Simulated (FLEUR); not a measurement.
Crystal: V.

```xyz
1
Lattice="-1.5144 1.5144 1.5144 1.5144 -1.5144 1.5144 1.5144 1.5144 -1.5144" Properties=species:S:1:pos:R:3 pbc="T T T"
V     0.0000    0.0000    0.0000
```

Base run:

| Quantity | Value |
| --- | --- |
| Program | FLEUR MaX-R8.1 (later development tree) |
| Functional | SCAN |
| Potentials or basis | all-electron |
| Basis | FLAPW |
| Kmax | 4.26 1/bohr |
| k mesh | 12 × 12 × 12 |
| Occupations | fermi-dirac, width 0.05 eV |
| Spin | collinear spin, ferromagnetic start |
| Starting moments | [2.0] μB |

Its results: net moment 0.58 μB per cell.

Problem. The run is repeated on the same cell with these changes: functional from SCAN to Wu-Cohen GGA. What comes out?

Solution. Net moment 0.00 μB per cell.

Caveats: the meta-GGA is that of a development version, with a GGA for the radial functions and cores and without core tails (some runs).
